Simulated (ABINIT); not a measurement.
P:

```
CELL_PARAMETERS angstrom
1.64774 -5.46504 0.00000
1.64774 5.46504 0.00000
0.00000 0.00000 4.54364
ATOMIC_POSITIONS crystal
P 0.90414 0.09586 0.58882
P 0.09586 0.90414 0.41118
P 0.59586 0.40414 0.08882
P 0.40414 0.59586 0.91118
```

Base run:

```yaml
Program: ABINIT 10.8.3 (patched build)
Functional: PBEsol
Potentials_or_basis: JTH PAW PBE v2.0
Cutoff: 544 eV
k_mesh: 6 × 6 × 5
Occupations: fermi-dirac, width 0.05 eV
Spin: no spin polarisation
```

Its results: band gap on the k mesh none (metal or under the smearing width); pressure -0.5 GPa; largest force 0.313 eV/Å.

After a change of settings the same cell gave: band gap on the k mesh 0.37 eV, direct; pressure -0.4 GPa; largest force 0.314 eV/Å. Which change was it?
A. functional from PBEsol to LDA; potentials or basis from JTH PAW PBE v2.0 to JTH PAW LDA v2.0
B. k mesh from 6 × 6 × 5 to 5 × 5 × 4
C. k mesh from 6 × 6 × 5 to 3 × 3 × 2
D. functional from PBEsol to PBE; k mesh from 6 × 6 × 5 to 8 × 8 × 6

B.

Caveats: the PAW data sets were made with another functional, which shifts forces and pressure a little; an odd mesh through Γ misses points on the zone boundary, where band edges often lie (some runs).

Not every run made on this cell is shown here.
